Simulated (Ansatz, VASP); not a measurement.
**One calculation of Te, two programs**

```
Te
1.0
     3.68983    0.00000    0.00000
    -1.84492    3.19549    0.00000
     0.00000    0.00000    4.48286
Te
2
Direct
  0.33333 0.66667 0.25000
  0.66667 0.33333 0.75000
```

Alike in both runs: functional PBE; k mesh 13 × 13 × 7; occupations fermi-dirac, width 0.1 eV; no spin polarisation.

Ansatz relaxed the structure, and its values are those at the end. VASP's run is a single point on that final structure, the one shown.

|  | VASP | Ansatz |
| --- | --- | --- |
| version | VASP 6.6.1 | Ansatz 0.2.0 |
| potentials or method | VASP PAW PBE potentials, release 64 (Te), cutoff 520 eV | all-electron LAPW, scalar-relativistic |

VASP gave:

* pressure (GPa): 8.9

**Question.** Which values does Ansatz return?

**Answer.** Pressure (GPa): 9.0.

Ansatz ran all-electron here, so the differences hold the error of VASP's frozen core and of both bases.

The runs have no spin-orbit coupling, so splittings on Te are missing.
